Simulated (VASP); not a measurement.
# Cu (Fm-3m) in VASP: density of states with PBE

Aim: the density of states of Cu with PBE.

Program: VASP 6.6.1. These are calculated values, not measurements. Logs are shortened: lines on timing, memory, paths and dates and some standing lists are left out, and cuts for length are marked.

## Step 1: The crystal as given

Symmetry: Fm-3m, No. 225, cubic system. Conventional cell: a = 3.634 Å, b = 3.634 Å, c = 3.634 Å, α = 90.00°, β = 90.00°, γ = 90.00°. Around Cu (site symmetry m-3m) lie 12 Cu at 2.57 Å.

## Step 2: Density of states, PBE

POSCAR reads:

```
Cu                                      
1.0
    0.0000000000      1.8170634739      1.8170634739
    1.8170634739     -0.0000000000      1.8170634739
    1.8170634739      1.8170634739      0.0000000000
  Cu            
     1
Direct
     0.0000000000000000    0.0000000000000000    0.0000000000000000
```

INCAR.step1 reads:

```
ALGO = Normal ; AMIX = 0.2
EDIFF = 1E-7 ; ENCUT = 520
GGA = PE ; ISIF = 2
ISMEAR = 0 ; LASPH = True
LCHARG = True ; LMAXMIX = 4
LREAL = False ; LWAVE = False
NBANDS = 12 ; NELM = 80
PREC = Accurate ; SIGMA = 0.1
```

KPOINTS.step1 reads:

```
k-points
0
Gamma
  20 20 20
```

INCAR.step2 reads:

```
ALGO = Normal ; AMIX = 0.2
EDIFF = 1E-7 ; ENCUT = 520
GGA = PE ; ICHARG = 11
ISIF = 2 ; ISMEAR = -5
LASPH = True ; LCHARG = False
LMAXMIX = 4 ; LORBIT = 11
LREAL = False ; LWAVE = False
NBANDS = 12 ; NEDOS = 2001
NELM = 80 ; PREC = Accurate
SIGMA = 0.1
```

KPOINTS.step2 reads:

```
k-points
0
Gamma
  30 30 30
```

Potentials or basis: VASP PAW PBE potentials, release 64 (Cu).

Run with:

```console
cat potpaw_PBE.64/Cu/POTCAR > POTCAR
cp INCAR.step1 INCAR
cp KPOINTS.step1 KPOINTS
mpirun -np 1 vasp_std > vasp.out
cp INCAR.step2 INCAR
cp KPOINTS.step2 KPOINTS
mpirun -np 1 vasp_std > vasp.out
```

OUTCAR:

```text
AMIX = 0.2
   EDIFF = 1E-7
   ENCUT = 520
   GGA = PE
   ICHARG = 11
   ISIF = 2
   ISMEAR = -5
   LASPH = True
   LORBIT = 11
   LREAL = False
   NELM = 80
   PREC = Accurate

 ion  position               nearest neighbor table
   1  0.000  0.000  0.000-

  LATTYP: Found a face centered cubic cell.
 ALAT       =     3.6341269478

  Lattice vectors:

 A1 = (   0.0000000000,   1.8170634739,   1.8170634739)
 A2 = (   1.8170634739,   0.0000000000,   1.8170634739)
 A3 = (   1.8170634739,   1.8170634739,   0.0000000000)

Analysis of symmetry for initial positions (statically):
=====================================================================
 Subroutine PRICEL returns:
 Original cell was already a primitive cell.

 Routine SETGRP: Setting up the symmetry group for a
 face centered cubic supercell.

 Subroutine GETGRP returns: Found 48 space group operations
 (whereof 48 operations were pure point group operations)
 out of a pool of 48 trial point group operations.

The static configuration has the point symmetry O_h .

Analysis of symmetry for dynamics (positions and initial velocities):
=====================================================================
 Subroutine PRICEL returns:
 Original cell was already a primitive cell.

 Routine SETGRP: Setting up the symmetry group for a
 face centered cubic supercell.

 Subroutine GETGRP returns: Found 48 space group operations
 (whereof 48 operations were pure point group operations)
 out of a pool of 48 trial point group operations.

The dynamic configuration has the point symmetry O_h .

 Subroutine INISYM returns: Found 48 space group operations
 (whereof 48 operations are pure point group operations),
 and found     1 'primitive' translations

----------------------------------------------------------------------------------------

                                     Primitive cell

  volume of cell :      11.9989

  direct lattice vectors                    reciprocal lattice vectors
     0.000000000  1.817063474  1.817063474    -0.275169254  0.275169254  0.275169254
     1.817063474  0.000000000  1.817063474     0.275169254 -0.275169254  0.275169254
     1.817063474  1.817063474  0.000000000     0.275169254  0.275169254 -0.275169254

  length of vectors
     2.569715808  2.569715808  2.569715808     0.476607128  0.476607128  0.476607128

  position of ions in fractional coordinates (direct lattice)
[... 84 lines left out ...]
   NFREE  =      0    steps in history (QN), initial steepest desc. (CG)
   ISIF   =      2    stress and relaxation
   ISYM   =      2    0-nonsym 1-usesym 2-fastsym
   POTIM  = 0.5000    time-step for ionic-motion
   TEBEG  =    0.0;   TEEND  =   0.0 temperature during run
   PSTRESS=    0.0 pullay stress
   NELECT =      11.0000    total number of electrons
   NUPDOWN=      -1.0000    fix difference up-down
   EMIN   =  10.00;   EMAX   =-10.00  energy-range for DOS
   EFERMI =   0.00;   METHOD = LEGACY
   ISMEAR =    -5;   SIGMA  =   0.10  broadening in eV -4-tet -1-fermi 0-gaus
   EFERMI_NEDOS =   21; number of points for ismear=-14 and -15
   IALGO  =     38    algorithm
   IMIX   =      4    mixing-type and parameters
     AMIX     =   0.20;   BMIX     =  1.00
     AMIX_MAG =   0.80;   BMIX_MAG =  1.00
  volume/ion in A,a.u.               =      12.00        80.97
  Fermi-wavevector in a.u.,A,eV,Ry     =   1.590348  3.005323 34.411967  2.529208
  Thomas-Fermi vector in A             =   2.689057
   LORBIT       =     11    0 simple, 1 ext, 2 COOP (PROOUT), +10 PAW based schemes
   GGA     = PE    functional components
   LHFCALC =     F    Hartree Fock is set to
   AEXX    =    0.0000 exact exchange contribution
   IVDW    =     0    specifies the selected vdW correction
   LEPSILON=     F    determine dielectric tensor
   LRPA    =     F    only Hartree local field effects (RPA)
 non-spin polarized calculation
 Fermi weights with tetrahedron method with Bloechl corrections
  energy-cutoff  :      520.00
  volume of cell :       12.00
 maximum number of plane-waves:       332

 number of electron      10.9999996 magnetization

 Free energy of the ion-electron system (eV)
  ---------------------------------------------------
  ext. energy  EPLUGINS =         0.00000000
  ---------------------------------------------------
  free energy    TOTEN  =        -3.72783609 eV

  energy without entropy =       -3.72783609  energy(sigma->0) =       -3.72783609

 E-fermi :   7.4178     XC(G=0): -12.6340

 val. band max:        7.3924629047   @ k =   0.5000   0.2667   0.1000
 cond. band min:       7.4181829304   @ k =   0.5000   0.3333   0.1333
 fundamental gap:      0.0257200258
 Fermi energy:         7.4177868706

 k-point     1 :       0.0000    0.0000    0.0000
  band No.  band energies     occupation
      1      -1.8404      2.00000
      2       4.4137      2.00000
      3       4.4137      2.00000
      4       4.4137      2.00000
      5       5.2157      2.00000
      6       5.2157      2.00000
      7      29.8581      0.00000
      8      32.3799      0.00000
      9      32.3799      0.00000
     10      32.3799      0.00000
     11      34.8604      0.00000
     12      34.8604      0.00000
[... 331 lines left out ...]
 k-point    24 :       0.2667    0.0333    0.0000
  band No.  band energies     occupation
      1       0.3760      2.00000
      2       4.1525      2.00000
      3       4.5620      2.00000
      4       4.5748      2.00000
      5       5.2633      2.00000
      6       5.3677      2.00000
      7      19.4664      0.00000
      8      28.8906      0.00000
      9      29.1593      0.00000
     10      31.3898      0.00000
     11      34.2572      0.00000
     12      36.4043      0.00000

 [... further k-points ...]
[... 5 lines left out ...]
  --------------------------------------------------------------------------------------
  -------------------------------------------------------------------------------------
  Total       -0.1188284     -0.1188284     -0.1188284      0.0000000      0.0000000      0.0000000
  in kB      -15.8668471    -15.8668471    -15.8668471      0.0000000      0.0000000      0.0000000
  external PRESSURE =     -15.8668471 kB  Pullay stress =       0.0000000 kB

 VOLUME and BASIS-vectors are now :
 -----------------------------------------------------------------------------
  energy-cutoff  :      520.00
  volume of cell :       12.00
      direct lattice vectors                 reciprocal lattice vectors
     0.000000000  1.817063474  1.817063474    -0.275169254  0.275169254  0.275169254
     1.817063474  0.000000000  1.817063474     0.275169254 -0.275169254  0.275169254
     1.817063474  1.817063474  0.000000000     0.275169254  0.275169254 -0.275169254

 POSITION                                       TOTAL-FORCE (eV/Angst)
 -----------------------------------------------------------------------------------
      0.00000      0.00000      0.00000         0.000000     -0.000000     -0.000000
 -----------------------------------------------------------------------------------
    total drift:                               -0.000000     -0.000000     -0.000000

  FREE ENERGIE OF THE ION-ELECTRON SYSTEM (eV)
  ---------------------------------------------------
  free  energy   TOTEN  =        -3.7278360856 eV

  energy  without entropy=       -3.7278360856  energy(sigma->0) =       -3.72783609

 total charge

# of ion       s       p       d       tot
------------------------------------------
    1        0.442   0.371   9.171   9.985
```

OUTCAR.step1:

```text
AMIX = 0.2
   EDIFF = 1E-7
   ENCUT = 520
   GGA = PE
   ISIF = 2
   ISMEAR = 0
   LASPH = True
[... 577 lines left out ...]
 POSITION                                       TOTAL-FORCE (eV/Angst)
 -----------------------------------------------------------------------------------
      0.00000      0.00000      0.00000         0.000000      0.000000      0.000000
 -----------------------------------------------------------------------------------
    total drift:                               -0.000000     -0.000000     -0.000000

  FREE ENERGIE OF THE ION-ELECTRON SYSTEM (eV)
  ---------------------------------------------------
  free  energy   TOTEN  =        -3.7295019423 eV

  energy  without entropy=       -3.7281629381  energy(sigma->0) =       -3.72883244
```

It took 54 s on 1 thread of AMD EPYC 9R45 (Zen 5), shared host; peak memory 0.18 GiB.

What came out:

```
Valence electrons inside the program's atomic spheres : Cu 9.98
```

States per cell in windows of 1 eV (zero at the Fermi level; states under -8 eV left out):
```tsv
from (eV)	total	Cu1_d	Cu1_p	Cu1_s
-8.0	0.12	0.00	0.01	0.06
-7.0	0.17	0.01	0.02	0.07
-6.0	0.33	0.10	0.04	0.09
-5.0	1.50	1.08	0.06	0.11
-4.0	2.67	2.30	0.10	0.01
-3.0	3.59	3.34	0.07	0.02
-2.0	2.30	2.21	0.03	0.02
-1.0	0.33	0.19	0.05	0.03
0.0	0.29	0.12	0.07	0.03
1.0	0.26	0.08	0.08	0.02
2.0	0.21	0.06	0.07	0.02
3.0	0.19	0.05	0.06	0.02
4.0	0.29	0.08	0.06	0.07
5.0	0.27	0.06	0.07	0.05
6.0	0.24	0.05	0.07	0.04
7.0	0.31	0.07	0.08	0.06
```

Caveat: tetrahedron occupations give inexact forces and stress in metals.
